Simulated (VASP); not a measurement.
# ZnS (Wurtzite-2H) (P6_3mc) in VASP: a series of runs, part 2 of 2

VASP 6.6.1. Earlier steps stand in the parts before.

## (4) Single point, HSE06

POSCAR reads:

```
ZnS
1.0
    3.8110000000      0.0000000000      0.0000000000
   -1.9055000000      3.3004228138      0.0000000000
    0.0000000000      0.0000000000      6.2340000000
Zn S
2 2
Direct
    0.6666666667      0.3333333333      0.5000000000
    0.3333333333      0.6666666667      0.0000000000
    0.6666666667      0.3333333333      0.8850000000
    0.3333333333      0.6666666667      0.3850000000
```

INCAR.step1 reads:

```
ALGO = Normal ; EDIFF = 1E-5
ENCUT = 350 ; GGA = PE
ISIF = 2 ; ISMEAR = 0
LASPH = True ; LCHARG = False
LREAL = False ; LWAVE = True
NBANDS = 26 ; NELM = 100
NKRED = 3 ; PREC = Accurate
SIGMA = 0.01
```

INCAR.step2 reads:

```
ALGO = Normal ; EDIFF = 1E-6
ENCUT = 350 ; GGA = PE
HFSCREEN = 0.2 ; ISIF = 2
ISMEAR = 0 ; ISTART = 1
LASPH = True ; LCHARG = False
LHFCALC = True ; LREAL = False
LWAVE = False ; NBANDS = 26
NELM = 100 ; NKRED = 3
PREC = Accurate ; PRECFOCK = Fast
SIGMA = 0.01
```

KPOINTS reads:

```
k-points
0
Gamma
  6 6 3
```

Potentials or basis: VASP PAW PBE potentials, release 64 (Zn, S).

The run is started by

```
$ cat potpaw_PBE.64/Zn/POTCAR potpaw_PBE.64/S/POTCAR > POTCAR
$ cp INCAR.step1 INCAR
$ mpirun -np 1 vasp_std > vasp.out
$ cp INCAR.step2 INCAR
$ mpirun -np 1 vasp_std > vasp.out
```

OUTCAR:

```text
EDIFF = 1E-6
   ENCUT = 350
   GGA = PE
   HFSCREEN = 0.2
   ISIF = 2
   ISMEAR = 0
   ISTART = 1
   LASPH = True
   LHFCALC = True
   LREAL = False
   NELM = 100
   NKRED = 3
   PREC = Accurate
   PRECFOCK = Fast

 Found     14 irreducible k-points:

 Following reciprocal coordinates:
            Coordinates               Weight
  0.000000  0.000000  0.000000      1.000000
  0.166667 -0.000000  0.000000      6.000000
  0.333333  0.000000  0.000000      6.000000
  0.500000  0.000000  0.000000      3.000000
  0.166667  0.166667  0.000000      6.000000
  0.333333  0.166667  0.000000     12.000000
   k-points           NKPTS =     14   k-points in BZ     NKDIM =    108   number of bands    NBANDS=     26
   number of dos      NEDOS =    301   number of ions     NIONS =      4
   total plane-waves  NPLWV =  23040
   dimension x,y,z NGX =    24 NGY =   24 NGZ =   40
   dimension x,y,z NGXF=    48 NGYF=   48 NGZF=   80
   ions per type =               2   2
   NGX,Y,Z   is equivalent  to a cutoff of  10.47, 10.47, 10.67 a.u.
   NGXF,Y,Z  is equivalent  to a cutoff of  20.94, 20.94, 21.33 a.u.
 SYSTEM =  unknown system
   PREC   = accura    normal or accurate (medium, high low for compatibility)
   ISTART =      1    job   : 0-new  1-cont  2-samecut
   ICHARG =      0    charge: 1-file 2-atom 10-const
   ISPIN  =      1    spin polarized calculation?
   LNONCOLLINEAR =      F non collinear calculations
   LSORBIT =      F    spin-orbit coupling
   LASPH  =      T    aspherical Exc in radial PAW
   ENCUT  =  350.0 eV  25.72 Ry    5.07 a.u.   5.81  5.81  9.51*2*pi/ulx,y,z
   NELM   =    100;   NELMIN=  2; NELMDL=  0     # of ELM steps
   EDIFF  = 0.1E-05   stopping-criterion for ELM
   LREAL  =      F    real-space projection
   EDIFFG = 0.1E-04   stopping-criterion for IOM
   NSW    =      0    number of steps for IOM
   IBRION =     -1    ionic relax: 0-MD 1-quasi-New 2-CG
   NFREE  =      0    steps in history (QN), initial steepest desc. (CG)
   ISIF   =      2    stress and relaxation
   ISYM   =      3    0-nonsym 1-usesym 2-fastsym
   POTIM  = 0.5000    time-step for ionic-motion
   TEBEG  =    0.0;   TEEND  =   0.0 temperature during run
   PSTRESS=    0.0 pullay stress
[... 18 lines left out ...]
   NKREDX  =     3    reduce k-point grid by
   NKREDY  =     3    reduce k-point grid by
   NKREDZ  =     3    reduce k-point grid by
   AEXX    =    0.2500 exact exchange contribution
   HFSCREEN=    0.2000 screening length (either q_TF or 0.3 A-1)
   HFSCREENC=   0.2000 screening length for correlation (either q_TF or 0.3 A-1)
   ENCUTFOCK=  -1.0 apply spherical cutoff to Coloumb kernel
   IVDW    =     0    specifies the selected vdW correction
   LEPSILON=     F    determine dielectric tensor
   LRPA    =     F    only Hartree local field effects (RPA)
 non-spin polarized calculation
 Gauss-broadening in eV      SIGMA  =   0.01
  energy-cutoff  :      350.00
  volume of cell :       78.41
 maximum number of plane-waves:      1176
 NGX is ok and might be reduce to    24
  NGX = 14; NGY = 14; NGZ = 24

 number of electron      35.9999988 magnetization

 Free energy of the ion-electron system (eV)
  ---------------------------------------------------
  ext. energy  EPLUGINS =         0.00000000
  ---------------------------------------------------
  free energy    TOTEN  =       -17.12275049 eV

  energy without entropy =      -17.12275049  energy(sigma->0) =      -17.12275049

 E-fermi :   1.4532     XC(G=0):  -7.9831

 val. band max:        1.3698221635   @ k =   0.0000   0.0000   0.0000
 cond. band min:       5.0375546691   @ k =   0.0000   0.0000   0.0000
 fundamental gap:      3.6677325056
 Fermi energy:         1.4532493859

 k-point     1 :       0.0000    0.0000    0.0000
  band No.  band energies     occupation
      1     -12.9916      2.00000
      2     -12.0041      2.00000
      3      -6.4539      2.00000
      4      -6.4539      2.00000
      5      -6.3884      2.00000
      6      -6.3883      2.00000
[... 163 lines left out ...]
     25      11.8872      0.00000
     26      12.6144      0.00000

 [... further k-points ...]

------------------------ aborting loop because EDIFF is reached ----------------------------------------

  FORCE on cell =-STRESS in cart. coord.  units (eV):
  Direction    XX          YY          ZZ          XY          YZ          ZX
  --------------------------------------------------------------------------------------
  -------------------------------------------------------------------------------------
  Total        0.5457118      0.5457118     -0.4256385      0.0000000      0.0000000      0.0000000
  in kB       11.1506101     11.1506101     -8.6971330      0.0000000      0.0000000      0.0000000
  external PRESSURE =       4.5346957 kB  Pullay stress =       0.0000000 kB

 VOLUME and BASIS-vectors are now :
 -----------------------------------------------------------------------------
  energy-cutoff  :      350.00
  volume of cell :       78.41
      direct lattice vectors                 reciprocal lattice vectors
     3.811000000  0.000000000  0.000000000     0.262398321  0.151495741  0.000000000
    -1.905500000  3.300422814  0.000000000     0.000000000  0.302991482  0.000000000
     0.000000000  0.000000000  6.234000000     0.000000000  0.000000000  0.160410651

 POSITION                                       TOTAL-FORCE (eV/Angst)
 -----------------------------------------------------------------------------------
      1.90550      1.10014      3.11700        -0.000000      0.000000      0.318561
     -0.00000      2.20028      0.00000         0.000000      0.000000      0.318561
      1.90550      1.10014      5.51709         0.000000     -0.000000     -0.318561
     -0.00000      2.20028      2.40009         0.000000      0.000000     -0.318561
 -----------------------------------------------------------------------------------
    total drift:                               -0.000000     -0.000001     -0.002161

  FREE ENERGIE OF THE ION-ELECTRON SYSTEM (eV)
  ---------------------------------------------------
  free  energy   TOTEN  =       -17.1227504868 eV

  energy  without entropy=      -17.1227504868  energy(sigma->0) =      -17.12275049
```

OSZICAR.step1:

```text
N       E                     dE             d eps       ncg     rms          rms(c)
DAV:   1     0.208357472424E+03    0.20836E+03   -0.13545E+04   728   0.128E+03
DAV:   2     0.541496196307E+01   -0.20294E+03   -0.19527E+03   756   0.295E+02
DAV:   3    -0.140771441741E+02   -0.19492E+02   -0.19330E+02   882   0.959E+01
DAV:   4    -0.144988489366E+02   -0.42170E+00   -0.42095E+00   844   0.144E+01
DAV:   5    -0.145055414326E+02   -0.66925E-02   -0.66914E-02   890   0.180E+00    0.992E+00
DAV:   6    -0.136584409574E+02    0.84710E+00   -0.16326E+00  1092   0.362E+01    0.761E+00
DAV:   7    -0.136517639423E+02    0.66770E-02   -0.12289E+00   764   0.637E+00    0.344E+00
DAV:   8    -0.136451050131E+02    0.66589E-02   -0.35236E-02   870   0.170E+00    0.969E-01
DAV:   9    -0.136455793646E+02   -0.47435E-03   -0.91589E-03   962   0.126E+00    0.230E-01
DAV:  10    -0.136457233387E+02   -0.14397E-03   -0.57665E-04   850   0.330E-01    0.937E-02
DAV:  11    -0.136459376374E+02   -0.21430E-03   -0.33229E-04   762   0.129E-01    0.552E-02
DAV:  12    -0.136459369549E+02    0.68248E-06   -0.16908E-05   694   0.502E-02
   1 F= -.13645937E+02 E0= -.13645937E+02  d E =-.486252E-45
```

It took 66 s on 1 thread of Intel Xeon Platinum 8488C (Sapphire Rapids), shared host; peak memory 0.27 GiB.

These settings aren't checked as converged: the numbers below hold their error.

What came out:

* Free energy: -17.1228 eV
* Pressure: 0.5 GPa
* Largest force: 0.319 eV/Å
* Band gap on the k mesh: 3.67 eV, direct

Caveat: the PAW data sets were made with another functional, which shifts forces and pressure a little.

## (5) Single point, HSE06

POSCAR is that of step 4.

INCAR.step1 reads:

```
ALGO = Normal ; EDIFF = 1E-5
ENCUT = 400 ; GGA = PE
ISIF = 2 ; ISMEAR = 0
LASPH = True ; LCHARG = False
LREAL = False ; LWAVE = True
NBANDS = 26 ; NELM = 100
NKRED = 1 ; PREC = Accurate
SIGMA = 0.01
```

INCAR.step2 reads:

```
ALGO = Normal ; EDIFF = 1E-6
ENCUT = 400 ; GGA = PE
HFSCREEN = 0.2 ; ISIF = 2
ISMEAR = 0 ; ISTART = 1
LASPH = True ; LCHARG = False
LHFCALC = True ; LREAL = False
LWAVE = False ; NBANDS = 26
NELM = 100 ; NKRED = 1
PREC = Accurate ; PRECFOCK = Fast
SIGMA = 0.01
```

KPOINTS is that of step 4.

Potentials or basis: VASP PAW PBE potentials, release 64 (Zn, S).

The run is started by

```
$ cat potpaw_PBE.64/Zn/POTCAR potpaw_PBE.64/S/POTCAR > POTCAR
$ cp INCAR.step1 INCAR
$ mpirun -np 1 vasp_std > vasp.out
$ cp INCAR.step2 INCAR
$ mpirun -np 1 vasp_std > vasp.out
```

OUTCAR:

```text
EDIFF = 1E-6
   ENCUT = 400
   GGA = PE
   HFSCREEN = 0.2
   ISIF = 2
   ISMEAR = 0
   ISTART = 1
   LASPH = True
   LHFCALC = True
   LREAL = False
   NELM = 100
   NKRED = 1
   PREC = Accurate
   PRECFOCK = Fast

 Found     14 irreducible k-points:

 Following reciprocal coordinates:
            Coordinates               Weight
  0.000000  0.000000  0.000000      1.000000
  0.166667 -0.000000  0.000000      6.000000
  0.333333  0.000000  0.000000      6.000000
  0.500000  0.000000  0.000000      3.000000
  0.166667  0.166667  0.000000      6.000000
  0.333333  0.166667  0.000000     12.000000
   k-points           NKPTS =     14   k-points in BZ     NKDIM =    108   number of bands    NBANDS=     26
   number of dos      NEDOS =    301   number of ions     NIONS =      4
   total plane-waves  NPLWV =  32928
   dimension x,y,z NGX =    28 NGY =   28 NGZ =   42
   dimension x,y,z NGXF=    56 NGYF=   56 NGZF=   84
   ions per type =               2   2
   NGX,Y,Z   is equivalent  to a cutoff of  12.21, 12.21, 11.20 a.u.
   NGXF,Y,Z  is equivalent  to a cutoff of  24.43, 24.43, 22.40 a.u.
 SYSTEM =  unknown system
[... 66 lines left out ...]

 E-fermi :   1.5606     XC(G=0):  -7.9756

 val. band max:        1.4430682552   @ k =   0.0000   0.0000   0.0000
 cond. band min:       4.9180139151   @ k =   0.0000   0.0000   0.0000
 fundamental gap:      3.4749456599
 Fermi energy:         1.5606368458

 k-point     1 :       0.0000    0.0000    0.0000
  band No.  band energies     occupation
      1     -12.9589      2.00000
      2     -11.9746      2.00000
      3      -6.4434      2.00000
      4      -6.4434      2.00000
      5      -6.3904      2.00000
      6      -6.3802      2.00000
[... 163 lines left out ...]
     25      11.8974      0.00000
     26      12.6318      0.00000

 [... further k-points ...]

------------------------ aborting loop because EDIFF is reached ----------------------------------------

  FORCE on cell =-STRESS in cart. coord.  units (eV):
  Direction    XX          YY          ZZ          XY          YZ          ZX
  --------------------------------------------------------------------------------------
  -------------------------------------------------------------------------------------
  Total        1.0362197      1.0362197     -0.0522625      0.0000000     -0.0000000      0.0000000
  in kB       21.1732296     21.1732296     -1.0678867      0.0000000     -0.0000000      0.0000000
  external PRESSURE =      13.7595242 kB  Pullay stress =       0.0000000 kB

 VOLUME and BASIS-vectors are now :
 -----------------------------------------------------------------------------
  energy-cutoff  :      400.00
  volume of cell :       78.41
      direct lattice vectors                 reciprocal lattice vectors
     3.811000000  0.000000000  0.000000000     0.262398321  0.151495741  0.000000000
    -1.905500000  3.300422814  0.000000000     0.000000000  0.302991482  0.000000000
     0.000000000  0.000000000  6.234000000     0.000000000  0.000000000  0.160410651

 POSITION                                       TOTAL-FORCE (eV/Angst)
 -----------------------------------------------------------------------------------
      1.90550      1.10014      3.11700         0.000000     -0.000000      0.328042
     -0.00000      2.20028      0.00000         0.000000      0.000000      0.328042
      1.90550      1.10014      5.51709        -0.000000     -0.000000     -0.328042
     -0.00000      2.20028      2.40009        -0.000000      0.000000     -0.328042
 -----------------------------------------------------------------------------------
    total drift:                               -0.000000     -0.000008      0.001838

  FREE ENERGIE OF THE ION-ELECTRON SYSTEM (eV)
  ---------------------------------------------------
  free  energy   TOTEN  =       -16.7463088017 eV

  energy  without entropy=      -16.7463088017  energy(sigma->0) =      -16.74630880
```

OUTCAR.step1:

```text
EDIFF = 1E-5
   ENCUT = 400
   GGA = PE
   ISIF = 2
[... 289 lines left out ...]
      1.90550      1.10014      3.11700         0.000000     -0.000000      0.323390
     -0.00000      2.20028      0.00000        -0.000000      0.000000      0.323390
      1.90550      1.10014      5.51709         0.000000      0.000000     -0.323390
     -0.00000      2.20028      2.40009         0.000000     -0.000000     -0.323390
 -----------------------------------------------------------------------------------
    total drift:                               -0.000000     -0.000000      0.000820

  FREE ENERGIE OF THE ION-ELECTRON SYSTEM (eV)
  ---------------------------------------------------
  free  energy   TOTEN  =       -13.6461622902 eV

  energy  without entropy=      -13.6461622902  energy(sigma->0) =      -13.64616229
```

OSZICAR.step1:

```text
N       E                     dE             d eps       ncg     rms          rms(c)
DAV:   1     0.218898000201E+03    0.21890E+03   -0.14587E+04   728   0.140E+03
DAV:   2     0.630533262572E+01   -0.21259E+03   -0.20353E+03   776   0.309E+02
DAV:   3    -0.140556950816E+02   -0.20361E+02   -0.20201E+02   870   0.991E+01
DAV:   4    -0.145003374775E+02   -0.44464E+00   -0.44387E+00   826   0.151E+01
DAV:   5    -0.145074604257E+02   -0.71229E-02   -0.71213E-02   878   0.189E+00    0.991E+00
DAV:   6    -0.136563969765E+02    0.85106E+00   -0.16474E+00  1082   0.369E+01    0.761E+00
DAV:   7    -0.136520743856E+02    0.43226E-02   -0.12599E+00   764   0.652E+00    0.347E+00
DAV:   8    -0.136453187379E+02    0.67556E-02   -0.35675E-02   878   0.177E+00    0.990E-01
DAV:   9    -0.136458004637E+02   -0.48173E-03   -0.94875E-03   958   0.130E+00    0.233E-01
DAV:  10    -0.136459450226E+02   -0.14456E-03   -0.60257E-04   858   0.338E-01    0.956E-02
DAV:  11    -0.136461627793E+02   -0.21776E-03   -0.33856E-04   764   0.127E-01    0.550E-02
DAV:  12    -0.136461622902E+02    0.48911E-06   -0.14987E-05   684   0.465E-02
   1 F= -.13646162E+02 E0= -.13646162E+02  d E =-.331653E-46
```

Wall time 20 min (1 thread of Intel Xeon Platinum 8488C (Sapphire Rapids), shared host); peak memory 0.29 GiB.

These settings aren't checked as converged: the numbers below hold their error.

Results:

```
Free energy            : -16.7463 eV
Pressure               : 1.4 GPa
Largest force          : 0.328 eV/Å
Band gap on the k mesh : 3.47 eV, direct
```

Caveat: the PAW data sets were made with another functional, which shifts forces and pressure a little.

## (6) For comparison

An earlier run on the cell as given: functional PBEsol; potentials or basis VASP PAW PBE potentials, release 64 (Zn, S); cutoff 520 eV; k mesh 8 × 8 × 5; occupations fermi-dirac, width 0.05 eV; no spin polarisation.

- Pressure: -1.1 GPa
- Largest force: 0.309 eV/Å
- Band gap on the k mesh: 2.12 eV, direct
